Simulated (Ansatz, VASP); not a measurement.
One calculation of GaP, 3 ways

```
Ga P
1.0
     0.00000    2.72525    2.72525
     2.72525    0.00000    2.72525
     2.72525    2.72525    0.00000
Ga P
1 1
Direct
  0.00000 0.00000 0.00000
  0.75000 0.75000 0.75000
```

Alike in all runs: task single point; functional PBE; k mesh 8 × 8 × 8; occupations gaussian, width 0.023 eV; no spin polarisation; no spin-orbit coupling. Pressure is positive in compression and, in plane waves, holds the error of the finite cutoff, which Ansatz's Pulay term estimates and takes out.

```csv
program and potentials,plane-wave cutoff (eV),notes,band gap (eV),pressure (GPa)
"Ansatz, Ansatz PAW",420,Pulay term of +0.04 GPa included,1.64,2.51
"Ansatz, all-electron LAPW, scalar-relativistic",-,-,1.64,2.48
"VASP, PBE PAW files Ga_d, P, 520 eV",520,-,?,?
```

Q: Estimate from the other rows what the run with VASP, PBE PAW files Ga_d, P, 520 eV gave.

A: Band gap 1.64 eV; pressure 2.50 GPa. The other rows, which needn't bracket it: band gap 1.64; pressure 2.48 to 2.51.
